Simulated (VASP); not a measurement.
A run of VASP 6.6.1:

Contents of INCAR:

```
SYSTEM = GaN
ALGO     = Normal         ! electronic algorithm
EDIFF    = 1E-6           ! SCF threshold, eV
EDIFFG   = -0.01          ! ionic threshold
ENCUT    = 600            ! plane-wave cutoff, eV
GGA      = PE             ! functional
IBRION   = 2              ! ionic algorithm
ISIF     = 3              ! what is computed and relaxed
ISMEAR   = 0              ! smearing method
KPAR     = 4            
LASPH    = .True.         ! aspherical terms in the spheres
LCHARG   = .False.        ! write CHGCAR
LREAL    = .False.        ! projectors in reciprocal space
LWAVE    = .False.        ! write WAVECAR
NELM     = 80             ! most SCF steps
NSW      = 90             ! ionic steps
PREC     = Accurate       ! precision mode
SIGMA    = 0.03           ! smearing width, eV
```

The input KPOINTS:

```
k-points
0
Gamma
  10 10 10
  0 0 0
```

Contents of POSCAR:

```
GaN
1.0
    0.0000000000      2.2535006100      2.2535006100
    2.2535006100      0.0000000000      2.2535006100
    2.2535006100      2.2535006100      0.0000000000
Ga N
1 1
Direct
    0.0000000000      0.0000000000      0.0000000000
    0.7500000000      0.7500000000      0.7500000000
```

Potentials or basis: VASP PAW PBE potentials, release 64 (Ga_d, N).

Run with:

```sh
$ cat potpaw_PBE.64/Ga_d/POTCAR potpaw_PBE.64/N/POTCAR > POTCAR
$ mpirun -np 4 vasp_std > vasp.out
```

Hardware: 4 MPI ranks on AMD EPYC 9R45 96-Core Processor (Zen 5), with other jobs on the host.

How long does it take, and how much memory?

Wall time 9 s on 4 MPI ranks on AMD EPYC 9R45 96-Core Processor (Zen 5), with other jobs on the host, peak memory 0.15 GiB a rank. Counts: scf iterations 28, k points 47, ion steps 3.
